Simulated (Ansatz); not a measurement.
CuI (Marshite):

```
CELL_PARAMETERS angstrom
0.00000 3.03150 3.03150
3.03150 0.00000 3.03150
3.03150 3.03150 0.00000
ATOMIC_POSITIONS crystal
I 0.00000 0.00000 0.00000
Cu 0.75000 0.75000 0.75000
```

| Property | Result |
| --- | --- |
| Program | Ansatz 0.2.0 |
| Task | relaxation of cell and atoms |
| Functional | BLYP |
| Dispersion | D4 |
| Potentials or basis | Ansatz PAW |
| Cutoff | 420 eV (not typed: the program's choice for these potentials) |
| k mesh | 8 × 8 × 8 |
| Occupations | fermi-dirac, width 0.05 eV |
| Spin | no spin polarisation |

At the start: volume 27.86 Å³/atom.

**Question.** Where does the relaxation end?

**Answer.** It ends after 3 steps and the volume is 27.21 Å³/atom (-2.3 %); space group F-43m (No. 216, to 0.05 Å).

The path:
```tsv
step	energy change (eV)	largest force (eV/Å)	volume (Å³)
1	0.0000	0.0000	55.72
2	-0.0045	0.0000	54.41
3	-0.0042	0.0000	54.41
```

Final structure:
```
I Cu
1.0
     0.00000    3.00765    3.00765
     3.00765    0.00000    3.00765
     3.00765    3.00765    0.00000
I Cu
1 1
Direct
  0.00000 0.00000 0.00000
  0.75000 0.75000 0.75000
```

Caveat: the plane-wave basis is chosen anew once the cell has moved, so the energies of steps on either side of that aren't comparable; the PAW data sets come from PBE, with cores solved anew for the run's functional, which leaves a small shift of forces and pressure.
